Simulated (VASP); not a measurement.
Input of a VASP 6.6.1 run:

Contents of INCAR:

```
PREC     = Accurate       # precision mode
ENCUT    = 300            # plane-wave cutoff, eV
EDIFF    = 1E-7           # SCF threshold, eV
ISMEAR   = 0              # smearing method
SIGMA    = 0.1            # smearing width, eV
LREAL    = False          # projectors in reciprocal space
LASPH    = True           # aspherical terms in the spheres
NELM     = 100            # most SCF steps
ALGO     = Normal         # electronic algorithm
ISIF     = 3              # what is computed and relaxed
LWAVE    = False          # write WAVECAR
LCHARG   = False          # write CHGCAR
GGA      = PS             # functional
IBRION   = 2              # ionic algorithm
NSW      = 90             # ionic steps
EDIFFG   = -0.005         # ionic threshold
```

The input KPOINTS:

```
Automatic mesh
0
Gamma
  9 9 6
```

The input POSCAR:

```
Te
1.0
    4.6013525200      0.0000000000      0.0000000000
   -2.3006762600      3.9848881700      0.0000000000
    0.0000000000      0.0000000000      5.9000620000
Te
3
Direct
    0.2566971700      0.0000000000      0.3333333300
    0.0000000000      0.2566971700      0.6666666700
    0.7433028300      0.7433028300      0.0000000000
```

Potentials or basis: VASP PAW PBE potentials, release 64 (Te).

Launch:

```console
$ cat potpaw_PBE.64/Te/POTCAR > POTCAR
$ mpirun -np 1 vasp_std > vasp.out
```

(1) Predict the relaxed cell.

(2) Estimate the relaxed volume.

(3) Estimate the band gap on the k mesh.

## Answers

(1) a = 4.311 Å, b = 4.311 Å, c = 5.967 Å, α = 90.00°, β = 90.00°, γ = 120.00°.

(2) 32.01 Å³/atom.

(3) none (metal or under the smearing width).

Caveat: the PAW data sets were made with another functional, which shifts forces and pressure a little.
